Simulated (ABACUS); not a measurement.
Tm:

```
Tm
1.0
     0.00000    2.46803    2.46803
     2.46803    0.00000    2.46803
     2.46803    2.46803    0.00000
Tm
1
Direct
  0.00000 0.00000 0.00000
```

This isn't the form of Tm at room conditions, which is hcp.

- Program: ABACUS 3.10.1
- Task: single point
- Functional: PBE
- Potentials or basis: PseudoDojo NC SR 0.4.1 PBE standard, lanthanides 3+ (f in core)
- Cutoff: 1361 eV
- Density cutoff: 5442 eV
- Basis: DZP LCAO (the cutoffs set its grid)
- k mesh: 9 × 9 × 9
- Occupations: fermi-dirac, width 0.05 eV
- Spin: collinear spin, ferromagnetic start
- Starting moments: [1.0] μB

On this cell: net moment 0.00 μB per cell; band gap on the k mesh none (metal or under the smearing width).

The same run follows on a disturbed copy (cell strained at random at fixed volume):

```xyz
1
Lattice="-0.0474 2.4509 2.4325 2.4662 -0.0693 2.4544 2.4266 2.4333 -0.0298" Properties=species:S:1:pos:R:3 pbc="T T T"
Tm    0.0064   -0.0106   -0.0107
```

Problem. What does the disturbed cell give?

Solution. The energy (extrapolated to zero smearing) moves by +6.0 meV/atom; net moment 0.00 μB per cell; band gap on the k mesh none (metal or under the smearing width).

Caveats: the atomic orbitals were generated for these runs and aren't a published set; the magnetic or orbital state may not be the lowest; all typed moments are zero, and the program then starts from 1 μB on every atom; spin-orbit coupling is left out, which moves the levels of the heavy elements; the 4f electrons are frozen in the core as for a trivalent ion, so they carry no moment and show no levels; the basis of atomic orbitals isn't converged, which shifts pressures, moduli and gaps.
